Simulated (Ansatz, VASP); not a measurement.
# ZnO (zincite) in VASP and in Ansatz

```
CELL_PARAMETERS angstrom
3.24931 0.00000 0.00000
-1.62465 2.81398 0.00000
0.00000 0.00000 5.20571
ATOMIC_POSITIONS crystal
Zn 0.33333 0.66667 0.50000
Zn 0.66667 0.33333 0.00000
O 0.66667 0.33333 0.37901
O 0.33333 0.66667 0.87901
```

Alike in both runs: task single point; functional r2SCAN; k mesh 6 × 6 × 4; occupations gaussian, width 0.1 eV; no spin polarisation.

|  | VASP | Ansatz |
| --- | --- | --- |
| version | VASP 6.6.1 | Ansatz 0.2.0 |
| potentials or method | VASP PAW PBE potentials, release 64 (Zn, O) | scalar-relativistic, plane waves, PAW |
| plane-wave cutoff (eV) | 520 | 500 |
| valence electrons in the cell | 36 | 36 |

Ansatz gave:

| Item | Value |
| --- | --- |
| gap on the k mesh at the Fermi level (eV) | 1.23 |
| least direct gap on the mesh (eV) | 1.23 |
| pressure (GPa) | -1.1 |
| largest component of the traceless stress (GPa) | 1.02 |
| rms of the force components (eV/Å) | 0.040 |

Question: What did VASP give for the same quantities?

Answer: gap on the k mesh at the Fermi level (eV): 1.23; least direct gap on the mesh (eV): 1.23; pressure (GPa): -0.1; largest component of the traceless stress (GPa): 1.15; rms of the force components (eV/Å): 0.050.

Atom by atom the forces differ by 0.009 eV/Å (rms over components).

Caveats: the PAW data sets were made with another functional, which shifts forces and pressure a little (VASP). r2SCAN opens gaps a little over a GGA but as a rule still falls short of measured ones.
